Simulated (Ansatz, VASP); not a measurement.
## Zr in VASP and in Ansatz

```
Zr
1.0
     0.00000    2.14854    2.14854
     2.14854    0.00000    2.14854
     2.14854    2.14854    0.00000
Zr
1
Direct
  0.00000 0.00000 0.00000
```

Alike in both runs: task single point; functional LDA; k mesh 14 × 14 × 14; occupations fermi-dirac, width 0.1 eV; no spin polarisation.

|  | VASP | Ansatz |
| --- | --- | --- |
| version | VASP 6.6.1 | Ansatz 0.2.0 |
| potentials or method | VASP PAW LDA potentials, release 64 (Zr_sv) | plane waves (420 eV) with PAW, scalar-relativistic |
| plane-wave cutoff (eV) | 520 | 420 |
| valence electrons in the cell | 12 | 12 |

VASP gave:

* pressure (GPa): 10.0

Question: Estimate Ansatz's values.

Answer: Pressure (GPa): 9.9.

Ansatz warned: «pseudo_functional_mismatch».
